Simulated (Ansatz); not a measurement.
**BN at several levels of theory**

Method: DFT PBE, scalar-relativistic, plane waves (Ansatz). The atoms stay where they are, in a cell that isn't relaxed at these levels; pressure is positive in compression.

```
B N
1.0
     0.00000    3.49532    2.16609
     1.25163    0.00000    2.16609
     1.25163    3.49532    0.00000
B N
1 1
Direct
  0.00005 0.00005 0.99995
  0.66665 0.66665 0.33335
```

```json
{
  "Γ-centred k-mesh": "12×12×12",
  "occupation rule": "Gaussian smearing, 0.02 eV",
  "spin treatment": "unpolarised"
}
```

```csv
set of potentials,cutoff (eV),gap on mesh (eV),P (GPa)
PAW (default set),420,3.85,3.2
PAW (harder set),870,3.85,3.3
```

Question: What do the runs give for norm-conserving potentials?

Answer: They give:

```
         set of potentials cutoff (eV) gap on mesh (eV) P (GPa)
norm-conserving potentials         1240              3.85      3.4
```

This form isn't the usual stable structure of the compound.